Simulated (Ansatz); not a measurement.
The system is HgTe.

```xyz
2
Lattice="0.0000 3.1800 3.1800 3.1800 0.0000 3.1800 3.1800 3.1800 0.0000" Properties=species:S:1:pos:R:3 pbc="T T T"
Hg    0.0000    0.0000    0.0000
Te    3.1800    3.1800    3.1800
```

Measurements of this composition are mostly on another form, of space group No. 216.

| Quantity | Value |
| --- | --- |
| Program | Ansatz 0.2.0 |
| Task | relaxation of cell and atoms |
| Functional | PBE |
| Dispersion | D4 |
| Potentials or basis | Ansatz PAW |
| Cutoff | 420 eV (not typed: the program's choice for these potentials) |
| k mesh | 7 × 7 × 7 |
| Occupations | fermi-dirac, width 0.05 eV |
| Spin | no spin polarisation |

At the start: volume 32.16 Å³/atom.

Where does the relaxation end?

It ends after 5 steps and the volume is 27.48 Å³/atom (-14.5 %); space group Fm-3m (No. 225, to 0.05 Å).

The path:
```csv
step,energy change (eV),largest force (eV/Å),volume (Å³)
1,0.0000,0.0000,64.31
2,-0.2016,0.0000,55.36
3,-0.2022,0.0000,54.80
4,-0.2022,0.0000,54.97
5,-0.2003,0.0000,54.97
```

Final structure:
```cif
data_structure
_symmetry_space_group_name_H-M 'P 1'
_symmetry_Int_Tables_number 1
_cell_length_a 4.2678
_cell_length_b 4.2678
_cell_length_c 4.2678
_cell_angle_alpha 60.000
_cell_angle_beta 60.000
_cell_angle_gamma 60.000
_cell_volume 54.97
loop_
_atom_site_label
_atom_site_type_symbol
_atom_site_fract_x
_atom_site_fract_y
_atom_site_fract_z
_atom_site_occupancy
Hg1 Hg 0.00000 0.00000 0.00000 1
Te1 Te 0.50000 0.50000 0.50000 1
```

Caveat: the plane-wave basis is chosen anew once the cell has moved, so the energies of steps on either side of that aren't comparable; the volume moved by -15 % from the deposited cell, more than functionals usually miss; pairwise dispersion overbinds metals, which lowers pressure and volume.
